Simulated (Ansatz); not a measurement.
SiO$_{2}$: enthalpy against pressure

SiO$_{2}$, P6_422, a = 5.039 Å, c = 5.525 Å. This isn't the usual stable structure of the compound. Ansatz: LDA, PAW, 420 eV, Γ-centred 6×6×4 mesh on 9 atoms, Gaussian smearing 0.02 eV; no spin polarisation. Cell and atoms are relaxed at each pressure, and no other structure is tried, so the rows at high pressure may lie past a change of phase. y is the enthalpy over the state at zero pressure; there V0 = 13.497 Å³/atom. The pressures are the targets, met within 0.02 GPa.

```tsv
P (GPa)	y (eV/atom)
-1.0	-0.0845
0.0	0.0000
1.0	0.0839
4.0	?
12.0	0.9704
25.0	1.9362
```

Question: Fit y = c1 P + c2 P² + c3 P³ to the other rows, say what c1 and c2 mean, and predict the missing value.

Answer: Least squares on the rows shown. y = 0.084201 P − 0.00028504 P² + 5.9650×10⁻⁷ P³. Since dH/dP = V, c1 is V0: 0.084201 eV/GPa × 160.2 = 13.489 Å³ against 13.497; c2 = −V0/(2B0) gives B0 = 148 GPa, where a Birch–Murnaghan fit to the volumes of the same runs (not shown) gives 142 GPa. At P = 4.0 the fit asked for gives 0.3323 eV/atom. The run gave 0.3324 eV/atom, so the fit is 0.0001 eV/atom too low, a small miss on the scale of the series.